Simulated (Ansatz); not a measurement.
# AgBr: the cost of one run

Computed with Ansatz 0.2.0 (plane waves, PAW, unless a step's input says otherwise).

2 further runs of the same task are left out: 2 that didn't finish.

## (1) Starting point

It takes space group Fm-3m (No. 225, cubic). The conventional cell has a = 5.785 Å, b = 5.785 Å, c = 5.785 Å, α = 90.00°, β = 90.00°, γ = 90.00°. Ag (site symmetry m-3m) has 6 Br at 2.89 Å as nearest neighbours. Br (site symmetry m-3m) has 6 Ag at 2.89 Å as nearest neighbours.

As a file:

```
Ag Br
1.0
     0.00000    2.89273    2.89273
     2.89273    0.00000    2.89273
     2.89273    2.89273    0.00000
Ag Br
1 1
Direct
  0.00000 0.00000 0.00000
  0.50000 0.50000 0.50000
```

Cell and atoms come from an earlier r2SCAN relaxation.

## (2) PBE, anion s p, 6×6×6

Contents of input.yaml:

```yaml
crystal:
  lattice:
    - [0.0, 2.8927333105, 2.8927333105]
    - [2.8927333105, 0.0, 2.8927333105]
    - [2.8927333105, 2.8927333105, 0.0]
  atoms:
    - { symbol: Ag, position: [0.0, 0.0, 0.0] }
    - { symbol: Br, position: [0.5, 0.5, 0.5] }
kpoints:
  mp_grid: { grid: [6, 6, 6] }
  band_path:
    path:
      - [[0.0, 0.0, 0.0], [0.5, -1.188821792622e-34, 0.5], [0.625, 0.25, 0.625]]
      - [[0.375, 0.375, 0.75], [0.0, 0.0, 0.0], [0.5, 0.5, 0.5], [0.5, 0.25, 0.75], [0.5, -1.188821792622e-34, 0.5]]
    npoints: 10
hamiltonian:
  xc: pbe
scf:
  occupations: { method: fixed }
  n_extra_bands: 6
output:
  forces: false
  stress: false
  eigenvalues: true
  wannier:
    kmesh: [6, 6, 6]
    projections: [{ species: Br, l: s }, { species: Br, l: p }]
    minimise: true
    write_hr: true
    conv_tol: 1.0e-08
    max_iter: 3000
```

The run is started by

```sh
ansatz run input.yaml --threads 4 --pin off --max-ram 3686MiB --backend cpu --events-out ev --progress --plain --runs-dir out
```

**Question.** How long does this run take on 4 threads of AMD EPYC 7R43 (Zen 3), shared host, and how much memory does it need?

About 1.6 s, with a peak of 0.39 GiB.
